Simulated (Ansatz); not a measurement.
Relaxed-ion elastic tensor of Li$_{2}$O (anti-fluorite, space group No. 225) in GPa (Voigt order), plane-wave PAW PBE (Ansatz code); density 2.00 g/cm³, 8.25 Å³ per atom.

```
 203  17.8  17.8   0.0   0.0   0.0
17.8   203  17.8   0.0   0.0   0.0
17.8  17.8   203   0.0   0.0   0.0
 0.0   0.0   0.0  55.1   0.0   0.0
 0.0   0.0   0.0   0.0  55.1   0.0
 0.0   0.0   0.0   0.0   0.0  55.1
```

### Question
Is the crystal mechanically stable?

### Answer
Yes: the smallest eigenvalue of C is 55.1 GPa.

### Question
Work out the Voigt, Reuss and Hill averages.

### Answer
K_V = 79.4, K_R = 79.4, K_H = 79.4; G_V = 70.0, G_R = 65.7, G_H = 67.9 GPa.

### Question
Give Young's modulus, Poisson's ratio, Pugh's ratio and the universal anisotropy index.

### Answer
E = 9KG/(3K + G) = 158 GPa; ν = 0.17; K/G = 1.17 (brittle by the Pugh limit of 1.75); A_U = 5G_V/G_R + K_V/K_R − 6 = 0.33.

### Question
Estimate the sound speeds and the Debye temperature.

### Answer
v_l = √((K + 4G/3)/ρ) = 9210 m/s, v_t = √(G/ρ) = 5820 m/s, mean 6400 m/s; Θ = (h/k)(3n/4πV)^(1/3) v_m = 943 K.

### Question
Give the Zener ratio and Young's modulus along [100], [110] and [111].

### Answer
A = 2C44/(C11 − C12) = 0.60; 1/E = S11 − 2(S11 − S12 − S44/2)Γ with Γ = 0, 1/4, 1/3 gives 200, 146, 134 GPa.

Space group Fm-3m (anti-fluorite). Symmetry was held in the PBE relaxation; phonons on a q-mesh show no instability.

Potentials: the later of the program's two PAW sets.
